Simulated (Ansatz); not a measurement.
# Monolayer SnO: what a tunnelling microscope would see, part 2 of 2

Aim: relax monolayer SnO, then simulate its STM images at several biases.

Ansatz 0.2.0; DFT PBE+D3(BJ), scalar-relativistic, plane waves, PAW. Earlier steps stand in the parts before.

### 4 Relaxing the atoms

Input file input.yaml:

```yaml
crystal:
  lattice:
    - [3.8229331869, 0.0006220849, 0.0]
    - [-0.0006124869, 3.8229331884, 0.0]
    - [0.0, 0.0, 22.3616413016]
  atoms:
    - { symbol: Sn, position: [0.7628183966, 0.2371816034, 0.4471943658] }
    - { symbol: O, position: [0.2625786055, 0.2374214035, 0.5000000661] }
    - { symbol: O, position: [0.7625785965, 0.7374213945, 0.5000000661] }
    - { symbol: Sn, position: [0.2628184015, 0.7371815985, 0.5528056342] }
basis:
  ecutwfc: 420.0
  fft_grid_basis: typed
kpoints:
  mp_grid: { grid: [7, 7, 1] }
hamiltonian:
  xc: pbe
  dispersion: d3bj
scf:
  occupations: { method: gaussian, width: 0.05 }
output:
  forces: true
  eigenvalues: true
efield:
  axis: 3
  dipole_correction: true
  ramp_width: 0.04
relax:
  adjacent_minimum: "off"
  f_tol: 0.04
  max_steps: 40
```

The run is started by

```bash
ansatz run input.yaml --threads 1 --pin off --max-ram 2211MiB --backend cpu --events-out ev --progress --plain --runs-dir out
```

What it wrote:

```text
Warning: RAYON_NUM_THREADS=1 ignored (pool sized by the plan → 1); use --threads N
Engine: ansatz 0.2.0, x86_64-unknown-linux-gnu
Pseudopotentials: kind: paw
Pseudopotential: Sn, paw, valence charge 14, recommended cutoff 420 eV (normal), Sn.paw.azcp
Pseudopotential: O, paw, valence charge 6, recommended cutoff 420 eV (normal), O.paw.azcp
Functional definition: PBE
  parameter kappa = 0.804
  parameter beta = 0.06672455060314922
  exchange = pbe_x(kappa = kappa, mu = beta*pi^2/3)
  correlation = pbe_c(beta = beta)
Crystal: 4 atoms, lattice volume = 326.811 Å³
Basis set: ecut = 420 eV, 6395 PW (Γ), exchange–correlation on 54×54×300 points (8 copies of the dense FFT grid, shifted against one another)
Bands: 24, of which v1, the nominal top of the filled ones, is band 20 counted from 1 (19 counted from 0)
Symmetry: 2 space group operations
k-points: 16 of 49 (time reversal used)
Non-local potential: Sn, projectors of the file, l = 0: 2, l = 1: 2, l = 2: 2, l = 3: 2
Non-local potential: O, projectors of the file, l = 0: 2, l = 1: 2, l = 2: 1
PAW form: soft (Blöchl's): semilocal exchange-correlation on the pseudo side does not see the compensation charge
PAW one-centre angular grid: Sn, 590 points (default); XC on 64 Gauss nodes
PAW one-centre angular grid: O, 110 points (default); XC on 64 Gauss nodes
Initial density: superposition of atomic densities (neutral atoms: chi_scale 0, normalization atom), corrected by the library's trained network
Initial wavefunctions: pseudopotential atomic-orbital guess
Functional: x = pbe(κ = 0.804, μ = 0.2195149727645171), c = pbe(β = 0.06672455060314922)
SCF iter   1: F=—  HF=-13183.810659 eV  |F-HF|=—  |Δ(HF+E_count)|=         —  Δρ=1.87e-3  dr2=3.00e-2  ethr=1.77e-3  p=-0.000 e·Å  D=-8.26e-7 V/Å  ΔV_dip=0.00 eV  dr2_dipole=2.07e-9  V_vac-E_F(+/−)=3.63/3.63 eV  ⟨swp⟩=6.8  Hψ=1767  notcnv=0
efield: sawtooth ramp at fractional position 0.9800 (placed from the atoms, in the widest stretch of the axis that holds none; the zero of the levels goes with the place), width 0.0400; the density the first Hamiltonian is built on has a dipole p = -0.000 e·Å; the dipole correction subtracts the counter field D = -8.26e-7 V/Å, which shifts the + side's vacuum level by +0.00 eV against the − side's; the planar-averaged density in the ramp window peaks in size at 5.0e-6 e/Å³
preconditioner: auto → Resta (q_TF=auto, 1.922 Å⁻¹)  ε∞=1.6  [insulator: Δε(μ)=3.049 eV  Ē_g=17.484 eV  σ=0.050 eV  W_gap=1.00  n_scr=40 (ndim 8)  ℏωp=13.0 eV  f_vac=0.721  D(μ)=0.00/eV (n_scr^D=0)  ε∞_Penn≈1.6  vacuum switching on, ρ_ref=2.2e-2 e/Å³]
SCF iter   2: F=—  HF=-13183.812501 eV  |F-HF|=—  |Δ(HF+E_count)|=   1.84e-3  Δρ=2.10e-3  dr2=1.61e-2  ethr=7.51e-5  p=0.000 e·Å  D=1.59e-5 V/Å  ΔV_dip=-0.00 eV  dr2_dipole=5.26e-9  V_vac-E_F(+/−)=3.85/3.85 eV  ⟨swp⟩=3.5  Hψ=970  notcnv=0
SCF iter   3: F=—  HF=-13183.809934 eV  |F-HF|=—  |Δ(HF+E_count)|=   2.57e-3  Δρ=3.86e-4  dr2=8.82e-4  ethr=4.04e-5  p=0.000 e·Å  D=1.22e-6 V/Å  ΔV_dip=-0.00 eV  dr2_dipole=8.15e-11  V_vac-E_F(+/−)=3.81/3.81 eV  ⟨swp⟩=2.0  Hψ=553  notcnv=0
SCF iter   4: F=—  HF=-13183.811544 eV  |F-HF|=—  |Δ(HF+E_count)|=   1.61e-3  Δρ=1.18e-4  dr2=8.08e-5  ethr=2.20e-6  p=-0.000 e·Å  D=-5.67e-6 V/Å  ΔV_dip=0.00 eV  dr2_dipole=5.18e-10  V_vac-E_F(+/−)=3.85/3.85 eV  ⟨swp⟩=2.6  Hψ=619  notcnv=0
SCF iter   5: F=—  HF=-13183.811746 eV  |F-HF|=—  |Δ(HF+E_count)|=   2.02e-4  Δρ=3.50e-5  dr2=3.82e-6  ethr=1.00e-7  p=0.000 e·Å  D=5.26e-6 V/Å  ΔV_dip=-0.00 eV  dr2_dipole=7.61e-10  V_vac-E_F(+/−)=3.87/3.87 eV  ⟨swp⟩=9.6  Hψ=2243  notcnv=0
SCF iter   6: F=-13183.811752 eV  HF=-13183.811751 eV  |F-HF|=5.68e-7  |Δ(HF+E_count)|=   5.11e-6  Δρ=8.51e-6  dr2=3.13e-7  ethr=9.56e-9  p=-0.000 e·Å  D=-1.30e-5 V/Å  ΔV_dip=0.00 eV  dr2_dipole=3.20e-9  V_vac-E_F(+/−)=3.87/3.87 eV  ⟨swp⟩=4.5  Hψ=1579  notcnv=0
SCF 1 converged in 6 iterations: F = -13183.811752 eV  dr2 = 3.13e-7
relax step   1: F+E_penalty+E_count = -13183.81175192 eV  Δ(F+E_penalty+E_count) = +0.000e0 eV  max|allowed force component| = 8.476e-3 eV/Å  Δτ_max = 0.0000 Å  (6 SCF iters, dr2 threshold 4.00e-5 eV, accepted)
Initial density: handed on by an earlier stage of this run
Initial wavefunctions: those handed on with the density
iter 1 solved again at ethr=8.16e-10 eV; its pass at ethr=3.10e-3 eV (dr2=3.26e-7 eV) is discarded
SCF iter   1: F=—  HF=-13183.811762 eV  |F-HF|=—  |Δ(HF+E_count)|=         —  Δρ=8.68e-6  dr2=3.24e-7  ethr=8.16e-10  p=-0.000 e·Å  D=-1.30e-5 V/Å  ΔV_dip=0.00 eV  dr2_dipole=3.05e-9  V_vac-E_F(+/−)=3.87/3.87 eV  ⟨swp⟩=1.0  Hψ=1152  notcnv=0
efield: sawtooth ramp at fractional position 0.9800 (handed on by an earlier solve), width 0.0400; the density the first Hamiltonian is built on has a dipole p = -0.000 e·Å; the dipole correction subtracts the counter field D = -1.30e-5 V/Å, which shifts the + side's vacuum level by +0.00 eV against the − side's; the planar-averaged density in the ramp window peaks in size at 1.9e-6 e/Å³
preconditioner: auto → Resta (q_TF=auto, 1.922 Å⁻¹)  ε∞=1.5  [insulator: Δε(μ)=3.071 eV  Ē_g=17.579 eV  σ=0.050 eV  W_gap=1.00  n_scr=40 (ndim 8)  ℏωp=13.0 eV  f_vac=0.719  D(μ)=0.00/eV (n_scr^D=0)  ε∞_Penn≈1.5  vacuum switching on, ρ_ref=2.2e-2 e/Å³]
SCF iter   2: F=—  HF=-13183.811752 eV  |F-HF|=—  |Δ(HF+E_count)|=   1.01e-5  Δρ=7.05e-6  dr2=1.72e-7  ethr=8.11e-10  p=0.000 e·Å  D=7.24e-6 V/Å  ΔV_dip=-0.00 eV  dr2_dipole=1.35e-9  V_vac-E_F(+/−)=3.87/3.87 eV  ⟨swp⟩=2.2  Hψ=541  notcnv=0
SCF iter   3: F=-13183.811752 eV  HF=-13183.811752 eV  |F-HF|=1.47e-7  |Δ(HF+E_count)|=   9.98e-8  Δρ=2.83e-6  dr2=2.97e-8  ethr=2.50e-10  p=-0.000 e·Å  D=-1.78e-6 V/Å  ΔV_dip=0.00 eV  dr2_dipole=2.38e-11  V_vac-E_F(+/−)=3.87/3.87 eV  ⟨swp⟩=6.6  Hψ=1560  notcnv=0
SCF 2 converged in 3 iterations: F = -13183.811752 eV  dr2 = 2.97e-8
relax step   2: F+E_penalty+E_count = -13183.81175209 eV  Δ(F+E_penalty+E_count) = -1.631e-7 eV  max|allowed force component| = 8.240e-3 eV/Å  Δτ_max = 0.0000 Å  (3 SCF iters, accepted)
SCF converged after 3 iterations
Free energy (F): -13183.811752 eV
Harris-Foulkes:  -13183.811752 eV  (|F-HF|=1.47e-7)
Internal energy: -13183.811752 eV  (E = F + TS)
E sigma→0 (E₀):  -13183.811752 eV
Fermi energy:    -0.819673 eV
Dipole field:    D = 0.000003 V/Å  (p = 0.000006 e·Å, saw-weighted, corrected)
Work function:   Φ+ = 3.8694 eV   Φ− = 3.8695 eV
Levels:          The Fermi level and band energies are counted from a zero that moves with the ramp; work functions are not
--- Per-component energies (eV) ---
  E_band       = -619.551998
  E_kinetic    = 722.245320
  E_local      = -28084.608260  (includes V_loc(G=0)·N_el)
  E_nonlocal   = 31.714603
  E_hartree    = 13935.189175
  E_xc         = -912.394408
  E_vxc        = -379.575386  (∫ρ·V_xc dr)
  E_paw        = -8587.517561  (= ΣΔE_a)
  E_vpaw       = -779.704242  (= ΣTr[D̂ρ^β])
  E_aug_tail   = 0.004804  (compensation charges beyond the density's cutoff)
  E_efield     = 0.000000  (sawtooth field / dipole correction)
  E_vefield    = -0.000000  (∫n·V_field dr)
  E_ewald      = 9712.102790
  E_disp       = -0.548217  (pairwise vdW)
  E_smearing   = -0.000000  (= −TS)
  E_closure    = 0.000000  (closes the sum)
  Σ components = -13183.811752   (vs F -13183.811752, Δ=0.00e0)
--- Forces (eV/Å), atoms counted from 1 ---
  atom   1  Sn    -0.00298784     0.00298688    -0.00818227
  atom   2  O      0.00298842    -0.00298659    -0.00003205
  atom   3  O      0.00298756    -0.00298745    -0.00003205
  atom   4  Sn    -0.00298812     0.00298716     0.00823722
  max |Σ_I F_I| component: 9.16e-6 eV/Å
--- Band table (eV; the first three rows and the last of 16) ---
  k-point 0: bands = ["-22.9280", "-22.5696", "-22.5260", "-22.5260", "-22.5168", "-22.4843", "-22.4793", "-22.4504", "-22.4446", "-22.4446", "-20.9868", "-18.4965", "-9.2309", "-6.9892", "-6.9892", "-6.0565", "-4.4085", "-4.0069", "-4.0069", "-2.3960", "0.7659", "0.8491", "2.9147", "2.9284"]
  k-point 1: bands = ["-22.9186", "-22.5696", "-22.5287", "-22.5254", "-22.5210", "-22.5101", "-22.4816", "-22.4729", "-22.4452", "-22.4360", "-20.8255", "-18.5916", "-9.1821", "-6.9833", "-6.8626", "-6.3226", "-4.6285", "-4.1837", "-3.9610", "-2.3713", "1.2214", "1.2417", "2.4678", "3.1409"]
  k-point 2: bands = ["-22.8924", "-22.6606", "-22.5346", "-22.5300", "-22.5250", "-22.5221", "-22.4740", "-22.4562", "-22.4480", "-22.4322", "-20.4162", "-18.8776", "-9.0142", "-7.0912", "-6.8185", "-6.4992", "-5.0333", "-4.6576", "-3.7473", "-2.3718", "1.4457", "1.7087", "2.2170", "2.8498"]
  k-point 15: bands = ["-22.8622", "-22.8479", "-22.5361", "-22.5355", "-22.5043", "-22.5034", "-22.4408", "-22.4379", "-22.4244", "-22.4230", "-19.4431", "-19.3138", "-9.7445", "-9.6125", "-6.3450", "-6.1175", "-3.6204", "-3.3885", "-3.1202", "-2.9044", "0.7160", "0.9768", "2.7707", "2.9174"]
--- Relaxed structure (2 steps of the walk, 2 accepted, 0 SCFs on fresh bases) ---
  F+E_penalty+E_count = -13183.81175209 eV   max|allowed force component| = 8.240e-3 eV/Å
  atoms:
    - { symbol: Sn, position: [0.7628183966000001, 0.2371816034, 0.44719436579999994] }
    - { symbol: O, position: [0.26257860549999995, 0.2374214035, 0.5000000660999999] }
    - { symbol: O, position: [0.7625785965, 0.7374213945, 0.5000000660999999] }
    - { symbol: Sn, position: [0.2628184015, 0.7371815985, 0.5528056342] }
```

It took 9.9 s on 1 thread of Intel Xeon 6975P-C (Granite Rapids), shared host; peak memory 0.53 GiB.

Relaxation path:

| step | energy from step 1 (eV/cell) | largest force component (eV/Å) |
| --- | --- | --- |
| 1 | 0.0000 | 0.0085 |
| 2 | 0.0000 | 0.0082 |

Step 1 is the start.

From the log: gap on the mesh 3.07 eV.

### 5 Densities by energy window

The windows are in eV from the zero of bias; a denser mesh resolves them.

input.yaml: that of step 4 with these lines changed.

```diff
@@ -14,3 +14,3 @@
 kpoints:
-  mp_grid: { grid: [7, 7, 1] }
+  mp_grid: { grid: [28, 28, 1] }
 hamiltonian:
@@ -23,2 +23,15 @@
   eigenvalues: true
+  band_densities:
+    - { e_range: [-3.55, -2.75] }
+    - { e_range: [-2.75, -2.15] }
+    - { e_range: [-2.15, -1.8] }
+    - { e_range: [-1.8, 0.0] }
+    - { e_range: [0.0, 1.8] }
+    - { e_range: [1.8, 2.15] }
+    - { e_range: [2.15, 2.75] }
+  band_residual_tolerance: 1.0e-05
+  write_potential: true
+  elf: true
+  write_density: true
+  volumetric_format: npy
 efield:
@@ -27,5 +40,7 @@
   ramp_width: 0.04
-relax:
-  adjacent_minimum: "off"
-  f_tol: 0.04
-  max_steps: 40
+checkpoint:
+  read: start.run
+  write: ck
+  compress: false
+  write_wavefunctions: false
+  write_every: 100000
```

The run is started by

```bash
ansatz run input.yaml --threads 1 --pin off --max-ram 2211MiB --backend cpu --events-out ev --progress --plain --runs-dir out
```

What it wrote, cut to the lines that bear on the results:

```text
Warning: RAYON_NUM_THREADS=1 ignored (pool sized by the plan → 1); use --threads N
[...]
[... 4 set-up lines as earlier in the session ...]
[...]
Crystal: 4 atoms, lattice volume = 326.811 Å³
Basis set: ecut = 420 eV, 6395 PW (Γ), exchange–correlation on 54×54×300 points (8 copies of the dense FFT grid, shifted against one another)
Bands: 24, of which v1, the nominal top of the filled ones, is band 20 counted from 1 (19 counted from 0)
[... 1 set-up line as earlier in the session ...]
k-points: 211 of 784 (time reversal used)
[...]
SCF iter   1: F=—  HF=-13183.811871 eV  |F-HF|=—  |Δ(HF+E_count)|=         —  Δρ=2.98e-6  dr2=2.96e-8  ethr=3.60e-7  p=-0.000 e·Å  D=-1.78e-6 V/Å  ΔV_dip=0.00 eV  dr2_dipole=1.09e-11  V_vac-E_F(+/−)=3.88/3.88 eV  ⟨swp⟩=3.8  Hψ=41631  notcnv=0
[...]
WARN: The output density's exchange-correlation potential varies sharply where the density is thin. Do not read a vacuum level from v_tot or v_xc, or from such a field of the output density. On a cell that repeats whose density bears no net charge and no dipole along the vacuum's axis use [...]
Levels:          The Fermi level and band energies are counted from a zero that moves with the ramp; work functions are not
[...]
--- Forces (eV/Å), atoms counted from 1 ---
  atom   1  Sn    -0.00298762     0.00298666    -0.00821493
  atom   2  O      0.00298840    -0.00298625    -0.00002040
  atom   3  O      0.00298722    -0.00298744    -0.00002040
  atom   4  Sn    -0.00298794     0.00298698     0.00825443
[...]
--- Band table (eV; the first three rows and the last of 211) ---
[... band rows left out ...]
[...]
--- Band densities, each state counted as filled ---
  window                                       electrons  max residual (eV)  cut levels
  e_range: [-3.55, -2.75]                       2.229592             3.3e-9           0
  e_range: [-2.75, -2.15]                       1.448980             3.4e-9           0
  e_range: [-2.15, -1.8]                        0.683673             3.5e-9           0
  e_range: [-1.8, 0]                            1.359694             3.5e-9           0
  e_range: [0, 1.8]                             1.346939             1.4e-6           0
  e_range: [1.8, 2.15]                          1.142857             1.5e-6           0
  e_range: [2.15, 2.75]                         1.387755             1.7e-6           0
```

Wall time 2.3 min (1 thread of Intel Xeon 6975P-C (Granite Rapids), shared host); peak memory 1.6 GiB.

From the log: gap on the mesh 3.04 eV.

band_densities.tsv:

```
# window	n_electrons	max_residual_ev	n_cut_levels
# fermi_ev = -0.829317
# range_zeros_ev = -0.829317
# range_zeros_ev: from where a range's energies are measured, in spin up and in spin down where the run solves two channels
e_range_-3.55_-2.75	2.229592	3.350e-9	0
e_range_-2.75_-2.15	1.448980	3.419e-9	0
e_range_-2.15_-1.8	0.683673	3.514e-9	0
e_range_-1.8_0	1.359694	3.531e-9	0
e_range_0_1.8	1.346939	1.385e-6	0
e_range_1.8_2.15	1.142857	1.482e-6	0
e_range_2.15_2.75	1.387755	1.659e-6	0
```

### 6 Simulated images

The STM signal is simulated in the Tersoff–Hamann approximation, with heights counted from the topmost nucleus. Zero bias lies in the gap, 1.52 eV above the top filled level.

Images at several biases, each described by its contrast.

```json
{"bias": "−2.75 V", "set point (e/Å³)": "5.7 × 10⁻⁴", "corrugation": "1.1 Å", "brightest over": "top Sn atoms"}
{"bias": "−2.15 V", "set point (e/Å³)": "4.5 × 10⁻⁴", "corrugation": "99 pm", "brightest over": "top Sn atoms"}
{"bias": "−1.80 V", "set point (e/Å³)": "3.7 × 10⁻⁴", "corrugation": "83 pm", "brightest over": "top Sn atoms"}
{"bias": "+1.80 V", "set point (e/Å³)": "6.8 × 10⁻⁴", "corrugation": "77 pm", "brightest over": "Sn atoms about 2.4 Å below slab's top atoms"}
{"bias": "+2.15 V", "set point (e/Å³)": "1.7 × 10⁻³", "corrugation": "48 pm", "brightest over": "Sn atoms about 2.4 Å below slab's top atoms"}
{"bias": "+2.75 V", "set point (e/Å³)": "3.9 × 10⁻³", "corrugation": "30 pm", "brightest over": "Sn atoms about 2.4 Å below slab's top atoms"}
```

The slab has a gap of 3.04 eV on its k-mesh, so no current flows between −1.52 V and +1.52 V.

Constant-current image at a set point of 3.7 × 10⁻⁴ e/Å³, bias −1.80 V (filled states), over one surface cell. Columns run along a, rows up along b; exposed atoms at Sn (0.26, 0.74), O (0.26, 0.24), O (0.76, 0.74), Sn (0.76, 0.24).

Ten even steps from '0' (1.13 pm) to '9' (82.85 pm):
```
67888888877655444456
78889999887765544556
78899999988766555567
88999999988776555667
88999999998776555667
78999999988766555567
78899999887765545566
77888998887665444556
67788888776654433455
56777777766543323345
55667776665433222234
45566666554332111123
34555555544321000112
34455555543321000012
34556665554321100123
45566666655432111233
56677777665543222334
66778887776554333345
```

The brightest spots lie over the top Sn atoms; the darkest points are over the Sn atoms about 2.4 Å below the slab's top atoms. The corrugation is 83 pm at a mean tip height of 2.9 Å.

Constant-current image at a set point of 1.6 × 10⁻³ e/Å³, bias +1.80 V (empty states), over one surface cell. Columns run along a, rows up along b; exposed atoms at Sn (0.26, 0.74), O (0.26, 0.24), O (0.76, 0.74), Sn (0.76, 0.24).

Ten even steps from ' ' (0.00 pm) to '@' (74.92 pm):
```
%%%%##**********####%%%%@@@@@@@@@@@@@@@@
%%##**++++====++**####%%@@@@@@@@@@@@@@%%
##**++==------==++**##%%%%@@@@@@@@@@@@%%
##**++--::....::==++####%%@@@@@@@@@@%%%%
##**==--..    ::--++**##%%@@@@@@@@@@%%%%
##**++==::::::--==**##%%%%@@@@@@@@@@@@%%
%%##**++==--====++**##%%%%@@@@@@@@@@@@%%
%%####**++++++****##%%%%@@@@@@@@@@@@@@%%
%%%%######****####%%%%@@@@@@@@@@@@@@@@@@
@@%%%%%%######%%%%%%@@@@@@@@@@@@@@@@@@@@
@@@@@@%%%%%%%%%%%%@@@@@@@@@@@@@@@@@@@@@@
@@@@@@@@@@@@@@@@@@@@@@@@@@@@@@@@@@@@@@@@
@@@@@@@@@@@@@@@@@@@@@@@@@@@@@@@@@@@@@@@@
@@@@@@@@@@@@@@@@@@@@@@@@@@@@@@@@@@@@@@@@
@@@@@@@@@@@@@@@@@@@@@@@@@@@@@@@@@@@@@@@@
@@@@@@@@%%%%%%@@@@@@@@@@@@@@@@@@@@@@@@@@
@@@@%%%%%%%%%%%%%%%%@@@@@@@@@@@@@@@@@@@@
@@%%%%##########%%%%%%@@@@@@@@@@@@@@@@@@
```

The brightest spots lie over the Sn atoms about 2.4 Å below the slab's top atoms; the darkest points are over the top Sn atoms. The corrugation is 75 pm at a mean tip height of 2.5 Å.

### 7 More from the same densities

Decay of the current with height.

Near 4 Å the plane average falls as exp(−2.49 z/Å), a factor of 12 per ångström, which gives an apparent barrier of 5.9 eV (0.952 eV Å² times the slope squared). The vacuum level lies 3.88 eV above zero bias.

Shares of each window's states by atomic plane (%), top plane first:

```csv
window (eV),states,1 Sn,2 O2,3 Sn
-3.55 to -2.75,2.23,15,69,15
-2.75 to -2.15,1.45,27,46,27
-2.15 to -1.8,0.68,36,28,36
-1.8 to +0,1.36,34,31,34
+0 to +1.8,1.35,43,14,43
+1.8 to +2.15,1.14,40,19,40
+2.15 to +2.75,1.39,38,23,38
```

### 8 Summary of results

What follows sums up all 2 parts.

| quantity | value |
| --- | --- |
| vacuum level over zero bias, top face | 3.88 eV |
| gap of the slab on its mesh | 3.04 eV |
| corrugation at −1.80 V, tip 2.9 Å up | 83 pm |
| corrugation at +1.80 V, tip 2.5 Å up | 75 pm |

What this shows: At −1.80 V the brightest spots lie over the top Sn atoms; the darkest points are over the Sn atoms about 2.4 Å below the slab's top atoms. At +1.80 V the brightest spots lie over the Sn atoms about 2.4 Å below the slab's top atoms; the darkest points are over the top Sn atoms. A real tip's own states and forces would change the contrast.

The gaps are Kohn-Sham values of a semilocal functional, not quasiparticle or optical gaps. Such gaps usually fall short of the measured ones.
